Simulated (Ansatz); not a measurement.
# NbAs (I4_1md) in Ansatz: reference runs

How does NbAs come out in PBEsol? The cell is run as given and disturbed.

Program: Ansatz 0.2.0. These are calculated values, not measurements. Logs are shortened: lines on timing, memory, paths and dates and some standing lists are left out, and cuts for length are marked.

## 1. The structure

Symmetry: I4_1md, No. 109, tetragonal system. Conventional cell: a = 3.452 Å, b = 3.452 Å, c = 11.680 Å, α = 90.00°, β = 90.00°, γ = 90.00°. Nb (site symmetry 2mm) is surrounded by 6 As at 2.60 to 2.63 Å. Around As (site symmetry 2mm) lie 6 Nb at 2.60 to 2.63 Å.

## 2. Single point, PBEsol

The input, input.yaml:

```yaml
crystal:
  lattice:
    - [-1.72585, 1.72585, 5.84]
    - [1.72585, -1.72585, 5.84]
    - [1.72585, 1.72585, -5.84]
  atoms:
    - { symbol: Nb, position: [0.5, 0.0, 0.5] }
    - { symbol: Nb, position: [0.75, 0.75, 0.0] }
    - { symbol: As, position: [0.916, 0.416, 0.5] }
    - { symbol: As, position: [0.166, 0.166, 0.0] }
kpoints:
  mp_grid: { grid: [11, 11, 11] }
scf:
  occupations: { method: fermi_dirac, width: 0.05 }
hamiltonian:
  xc: pbesol
  pseudopotentials: { kind: all_electron, lapw: { basis_error: 0.001 } }
output:
  forces: true
  stress: true
  eigenvalues: true
  populations: true
```

Potentials or basis: all-electron LAPW, scalar-relativistic.

Launch:

```bash
> ansatz run input.yaml --threads 2 --pin off --max-ram 8192MiB --backend cpu --events-out ev --progress --plain --runs-dir out
```

The program printed:

```text
Warning: RAYON_NUM_THREADS=2 ignored (pool sized by the plan → 2); use --threads N
Nb: projections on atomic orbitals take those of the free atom 1s2 2s2 2p6 3s2 3p6 3d10 4s2 4p6 4d4 5s1, of charge +0.00 (hamiltonian.pseudopotentials.projection_atoms)
As: projections on atomic orbitals take those of the free atom 1s2 2s2 2p6 3s2 3p6 3d10 4s2 4p3, of charge +0.00 (hamiltonian.pseudopotentials.projection_atoms)
LAPW: plane waves up to 8.373 Å⁻¹, error target 1.0e-3 eV per atom; small_component_spin mean_spin; As in spheres of 1.294 Å, 23 of its electrons in bands, Dirac shells []; Nb in spheres of 1.302 Å, 31 of its electrons in bands, Dirac shells [] (how accurate: hamiltonian.pseudopotentials.lapw.basis_error, Limitations)
Engine: ansatz 0.2.0, x86_64-unknown-linux-gnu
Pseudopotentials: kind: all_electron
Pseudopotential: Nb, LAPW, valence charge 31, lapw/all_electron/scalar/gaussian/Nb, Koelling and Harmon's equation, gaussian nucleus
Pseudopotential: As, LAPW, valence charge 23, lapw/all_electron/scalar/gaussian/As, Koelling and Harmon's equation, gaussian nucleus
Functional definition: PBEsol
  exchange = pbesol_x
  correlation = pbesol_c
Crystal: 4 atoms, lattice volume = 69.579 Å³
Basis set: ecut = 267.09782769498423 eV, 707 PW (Γ), FFT grids on a1+a3, a2+a3, a3, exchange–correlation at level 2
Bands: 65, of which v1, the nominal top of the filled ones, is band 54 counted from 1 (53 counted from 0)
Symmetry: 8 space group operations
Space group: I41md (ITA 109), of the structure as read, at distance tolerance 4.1e-5 Å
k-points: 126 of 1331 (time reversal used)
Non-local potential: Nb, projectors of the file, none
Non-local potential: As, projectors of the file, none
Initial density: superposition of atomic densities (chi_scale 0.1, normalization cell, long waves kept (reshape's long-wave potential 0.00 eV rms))
Initial wavefunctions: plane waves of lowest kinetic energy (no species holds an atomic orbital)
Functional: x = pbesol(κ = 0.804, μ = 0.12345679012345678), c = pbesol(β = 0.046)
iter 1 solved again at ethr=3.68e-3 eV; its pass at ethr=1.00e-1 eV (dr2=3.98e0 eV) is discarded
[... 16 lines left out ...]
Internal energy: -330742.467308 eV  (E = F + TS)
E sigma→0 (E₀):  -330742.470371 eV
Entropy (-TS):   -0.006125 eV (-1.531 meV/atom)
Fermi energy:    17.682955 eV
--- Per-component energies (eV) ---
  E_band       = -11480.947148
  E_kinetic    = 340637.622094
  E_xc         = -10844.833843
  E_electrostatic = -660535.255560  (all electrons and nuclei)
  E_smearing   = -0.006125  (= −TS)
  E_closure    = 0.000000  (closes the sum)
  E_atoms      = -330707.457869  (free atoms, spherical and without spin; not in F)
  Σ components = -330742.473433   (vs F -330742.473433, Δ=0.00e0)
  Basis errors (estimates in eV, not in F): energy 3.2e-4 per atom: plane waves 2.9e-4 (1.6e-4 summed), levels above the bands 9.9e-70, relativity 1.0e-8, radial functions 3.9e-5, core shells 3.3e-11; eigenvalues (radial functions only) 9.9e-7; not estimated: angular momenta, meshes, grids; target (lapw.basis_error) 1.0e-3; muffin-tin radii As 1.294 Å, Nb 1.302 Å
--- Forces (eV/Å), atoms counted from 1 ---
  atom   1  Nb     0.00000000     0.00000000    -0.28767931
  atom   2  Nb     0.00000000     0.00000000    -0.28767931
  atom   3  As    -0.00000000     0.00000000     0.28767791
  atom   4  As     0.00000000     0.00000000     0.28767791
  max |Σ_I F_I| component: 2.80e-6 eV/Å
--- Stress (GPa, compression-positive) ---
       -2.692671       0.000000      -0.000000
        0.000000      -2.692671      -0.000000
       -0.000000      -0.000000      -1.653609
  P = ⅓ Tr σ = -2.3463 GPa (-23.463 kbar)
--- Band table (eV; the first three rows and the last of 126) ---
  k-point 0: bands = ["-417.3255", "-417.3255", "-325.4753", "-325.4753", "-325.4585", "-325.4585", "-325.4553", "-325.4553", "-175.3303", "-175.3303", "-175.3257", "-175.3257", "-175.3244", "-175.3244", "-175.3118", "-175.3118", "-175.3109", "-175.3109", "-166.9610", "-166.9610", "-110.5326", "-110.5326", "-110.5211", "-110.5211", "-110.5177", "-110.5177", "-37.3244", "-37.2958", "-17.8118", "-17.8118", "-17.7958", "-17.7911", "-17.7897", "-17.7882", "-17.7836", "-17.7831", "-17.7831", "-17.7812", "-13.5765", "-13.4584", "-13.4584", "-13.3044", "-13.3044", "-13.2584", "4.4487", "6.7363", "11.4597", "14.8592", "15.4298", "15.4298", "15.6403", "16.0028", "16.3001", "16.3001", "18.4106", "18.9891", "20.0950", "20.6998", "20.6998", "21.3880", "21.6520", "21.6520", "22.8300", "23.5791", "26.4176"]
  k-point 1: bands = ["-417.3255", "-417.3255", "-325.4753", "-325.4753", "-325.4585", "-325.4585", "-325.4553", "-325.4553", "-175.3303", "-175.3303", "-175.3257", "-175.3257", "-175.3244", "-175.3244", "-175.3118", "-175.3118", "-175.3109", "-175.3109", "-166.9610", "-166.9610", "-110.5326", "-110.5326", "-110.5211", "-110.5211", "-110.5177", "-110.5177", "-37.3219", "-37.2946", "-17.8125", "-17.8112", "-17.7951", "-17.7913", "-17.7906", "-17.7900", "-17.7834", "-17.7830", "-17.7815", "-17.7803", "-13.5676", "-13.4747", "-13.4713", "-13.3218", "-13.3157", "-13.2568", "4.6505", "6.7935", "11.5946", "14.4460", "15.2463", "15.3374", "15.3834", "15.8526", "16.3902", "16.5563", "18.1162", "18.6334", "20.0989", "20.3456", "20.9474", "21.2667", "21.4774", "22.1617", "23.6897", "24.8290", "26.2361"]
  k-point 2: bands = ["-417.3255", "-417.3255", "-325.4753", "-325.4753", "-325.4585", "-325.4585", "-325.4553", "-325.4553", "-175.3303", "-175.3303", "-175.3257", "-175.3257", "-175.3244", "-175.3244", "-175.3118", "-175.3118", "-175.3109", "-175.3109", "-166.9610", "-166.9610", "-110.5326", "-110.5326", "-110.5211", "-110.5211", "-110.5177", "-110.5177", "-37.3152", "-37.2914", "-17.8145", "-17.8094", "-17.7953", "-17.7939", "-17.7924", "-17.7901", "-17.7826", "-17.7824", "-17.7788", "-17.7782", "-13.5536", "-13.5169", "-13.4937", "-13.3625", "-13.3452", "-13.2582", "5.1943", "6.9109", "12.0352", "13.5877", "14.2707", "14.7462", "14.9806", "16.0526", "16.7814", "16.9528", "17.9285", "18.0450", "19.7215", "20.3237", "21.3243", "21.4496", "21.4518", "22.9265", "25.3830", "25.9732", "26.8950"]
  k-point 125: bands = ["-417.3255", "-417.3255", "-325.4753", "-325.4753", "-325.4585", "-325.4585", "-325.4553", "-325.4553", "-175.3303", "-175.3303", "-175.3257", "-175.3257", "-175.3244", "-175.3244", "-175.3118", "-175.3118", "-175.3109", "-175.3109", "-166.9610", "-166.9610", "-110.5326", "-110.5326", "-110.5211", "-110.5211", "-110.5177", "-110.5177", "-37.3095", "-37.3090", "-17.8137", "-17.8134", "-17.7922", "-17.7922", "-17.7899", "-17.7895", "-17.7830", "-17.7828", "-17.7812", "-17.7810", "-13.4896", "-13.4641", "-13.4189", "-13.4125", "-13.3093", "-13.2940", "5.4530", "5.4719", "13.5826", "13.7146", "14.6699", "14.9730", "15.0281", "15.5195", "16.7245", "17.2644", "18.4408", "19.2039", "19.4015", "19.6577", "20.7844", "20.9025", "22.0320", "22.7586", "24.2822", "24.9166", "25.8828"]
--- Löwdin populations: 4 sites ---
  site symbol       q [e]
     0     Nb     40.8828
     1     Nb     40.8828
     2     As     33.0224
     3     As     33.0224
  spilling = 0.001281 (of n_electrons = 148.000000)
```

populations.tsv:

```text
# site	symbol	l	j	q
# orbitals = lowdin
# n_electrons = 148.000000
# spilling = 0.001281
# projection_atom_Nb: 1s2 2s2 2p6 3s2 3p6 3d10 4s2 4p6 4d4 5s1
# projection_atom_As: 1s2 2s2 2p6 3s2 3p6 3d10 4s2 4p3
0	Nb	0_1S	-	1.999997
0	Nb	0_2S	-	1.999862
0	Nb	0_3S	-	1.997499
0	Nb	0_4S	-	1.951403
0	Nb	0_5S	-	0.516644
0	Nb	1_2P	-	5.999999
0	Nb	1_3P	-	5.999925
0	Nb	1_4P	-	5.986856
0	Nb	2_3D	-	9.999972
0	Nb	2_4D	-	4.430618
1	Nb	0_1S	-	1.999997
1	Nb	0_2S	-	1.999862
1	Nb	0_3S	-	1.997499
1	Nb	0_4S	-	1.951403
1	Nb	0_5S	-	0.516644
1	Nb	1_2P	-	5.999999
1	Nb	1_3P	-	5.999925
1	Nb	1_4P	-	5.986856
1	Nb	2_3D	-	9.999972
1	Nb	2_4D	-	4.430618
2	As	0_1S	-	1.999987
2	As	0_2S	-	1.999368
2	As	0_3S	-	1.986721
2	As	0_4S	-	1.482499
2	As	1_2P	-	5.999989
2	As	1_3P	-	5.997099
2	As	1_4P	-	3.559278
2	As	2_3D	-	9.997499
3	As	0_1S	-	1.999987
3	As	0_2S	-	1.999368
3	As	0_3S	-	1.986721
3	As	0_4S	-	1.482499
3	As	1_2P	-	5.999989
3	As	1_3P	-	5.997099
3	As	1_4P	-	3.559278
3	As	2_3D	-	9.997499
```

It took 68 s on 2 threads of Intel Xeon 6975P-C (Granite Rapids), shared host; peak memory 1.1 GiB.

Results:

- Free energy: -330742.4734 eV
- Pressure: -2.3 GPa
- Largest force: 0.288 eV/Å
- Band gap on the k mesh: none (metal or under the smearing width)

Forces on the atoms (eV/Å):
```
Nb   0.000  0.000 -0.288
Nb   0.000  0.000 -0.288
As   0.000  0.000  0.288
As   0.000  0.000  0.288
```

Stress tensor (GPa, compression positive):
```
-2.69  0.00  0.00
 0.00 -2.69  0.00
 0.00  0.00 -1.65
```

Levels at points of the mesh, in eV from the Fermi level:
```tsv
k point	band 51	band 52	band 53	band 54	band 55	band 56	band 57	band 58
(0.00, 0.00, 0.00)	-2.04	-1.68	-1.38	-1.38	0.73	1.31	2.41	3.02
```

## 3. Single point, PBEsol (atoms moved at random, drawn with an rms of 0.05 Å)

input.yaml: that of step 2 with these lines changed.

```diff
@@ -6,6 +6,6 @@
   atoms:
-    - { symbol: Nb, position: [0.5, 0.0, 0.5] }
-    - { symbol: Nb, position: [0.75, 0.75, 0.0] }
-    - { symbol: As, position: [0.916, 0.416, 0.5] }
-    - { symbol: As, position: [0.166, 0.166, 0.0] }
+    - { symbol: Nb, position: [0.506457, -0.001157, 0.512873] }
+    - { symbol: Nb, position: [0.751105, 0.759663, 0.007021] }
+    - { symbol: As, position: [0.893408, 0.421019, 0.496569] }
+    - { symbol: As, position: [0.159604, 0.170121, 0.002004] }
 kpoints:
```

Potentials or basis: all-electron LAPW, scalar-relativistic.

Launch:

```bash
> ansatz run input.yaml --threads 2 --pin off --max-ram 8192MiB --backend cpu --events-out ev --progress --plain --runs-dir out
```

The program printed:

```text
Warning: RAYON_NUM_THREADS=2 ignored (pool sized by the plan → 2); use --threads N
Nb: projections on atomic orbitals take those of the free atom 1s2 2s2 2p6 3s2 3p6 3d10 4s2 4p6 4d4 5s1, of charge +0.00 (hamiltonian.pseudopotentials.projection_atoms)
As: projections on atomic orbitals take those of the free atom 1s2 2s2 2p6 3s2 3p6 3d10 4s2 4p3, of charge +0.00 (hamiltonian.pseudopotentials.projection_atoms)
LAPW: plane waves up to 8.704 Å⁻¹, error target 1.0e-3 eV per atom; small_component_spin mean_spin; As in spheres of 1.257 Å, 23 of its electrons in bands, Dirac shells []; Nb in spheres of 1.252 Å, 31 of its electrons in bands, Dirac shells [] (how accurate: hamiltonian.pseudopotentials.lapw.basis_error, Limitations)
[... 2 set-up lines as earlier in the session ...]
[... 64 lines left out ...]
  k-point 665: bands = ["-417.3552", "-417.2720", "-325.5065", "-325.4870", "-325.4843", "-325.4230", "-325.4057", "-325.4000", "-175.3605", "-175.3574", "-175.3539", "-175.3407", "-175.3389", "-175.2784", "-175.2722", "-175.2700", "-175.2582", "-175.2557", "-166.9890", "-166.9480", "-110.5619", "-110.5483", "-110.5467", "-110.5190", "-110.5080", "-110.5044", "-37.3184", "-37.2671", "-17.8506", "-17.8285", "-17.8228", "-17.8159", "-17.8088", "-17.7960", "-17.7791", "-17.7738", "-17.7666", "-17.7599", "-13.6560", "-13.5068", "-13.4719", "-13.3995", "-13.3472", "-13.2870", "6.0738", "6.8625", "12.1884", "12.5795", "13.7818", "14.1144", "15.1503", "15.5310", "16.5654", "17.0855", "18.2070", "18.9953", "19.7384", "20.5347", "20.8110", "21.4138", "21.9815", "23.4030", "25.0493", "25.9386", "26.3300"]
--- Löwdin populations: 4 sites ---
  site symbol       q [e]
     0     Nb     40.8744
     1     Nb     40.8977
     2     As     33.0044
     3     As     33.0325
  spilling = 0.001291 (of n_electrons = 148.000000)
```

populations.tsv:

```text
# site	symbol	l	j	q
# orbitals = lowdin
# n_electrons = 148.000000
# spilling = 0.001291
# projection_atom_Nb: 1s2 2s2 2p6 3s2 3p6 3d10 4s2 4p6 4d4 5s1
# projection_atom_As: 1s2 2s2 2p6 3s2 3p6 3d10 4s2 4p3
0	Nb	0_1S	-	1.999997
0	Nb	0_2S	-	1.999865
0	Nb	0_3S	-	1.997547
0	Nb	0_4S	-	1.952311
0	Nb	0_5S	-	0.517241
0	Nb	1_2P	-	5.999999
0	Nb	1_3P	-	5.999926
0	Nb	1_4P	-	5.987127
0	Nb	2_3D	-	9.999972
0	Nb	2_4D	-	4.420394
1	Nb	0_1S	-	1.999997
1	Nb	0_2S	-	1.999857
1	Nb	0_3S	-	1.997404
1	Nb	0_4S	-	1.949772
1	Nb	0_5S	-	0.516839
1	Nb	1_2P	-	5.999999
1	Nb	1_3P	-	5.999919
1	Nb	1_4P	-	5.985822
1	Nb	2_3D	-	9.999970
1	Nb	2_4D	-	4.448140
2	As	0_1S	-	1.999986
2	As	0_2S	-	1.999333
2	As	0_3S	-	1.986019
2	As	0_4S	-	1.471414
2	As	1_2P	-	5.999988
2	As	1_3P	-	5.996934
2	As	1_4P	-	3.553367
2	As	2_3D	-	9.997309
3	As	0_1S	-	1.999987
3	As	0_2S	-	1.999390
3	As	0_3S	-	1.987173
3	As	0_4S	-	1.492011
3	As	1_2P	-	5.999989
3	As	1_3P	-	5.997210
3	As	1_4P	-	3.559136
3	As	2_3D	-	9.997633
```

Run time: 6.6 min. Hardware: 2 threads of Intel Xeon 6975P-C (Granite Rapids), shared host; peak memory 4.4 GiB.

Results:

```
Free energy            : -330742.3493 eV
Pressure               : -1.5 GPa
Largest force          : 1.499 eV/Å
Band gap on the k mesh : none (metal or under the smearing width)
```

Forces in eV/Å, atoms in the order of the input:
```
Nb   0.282 -0.923 -0.105
Nb   0.014 -0.007 -1.473
As  -0.347  0.635  1.313
As   0.050  0.295  0.265
```

Stress tensor (GPa, compression positive):
```
-0.76 -0.24  0.21
-0.24 -4.01 -0.52
 0.21 -0.52  0.41
```

Levels at points of the mesh, in eV from the Fermi level:
```csv
k point,band 50,band 51,band 52,band 53,band 54,band 55,band 56,band 57,band 58,band 59
"(0.00, 0.00, 0.00)",-2.20,-2.04,-1.74,-1.38,-1.32,0.75,1.34,2.29,3.01,3.06
```
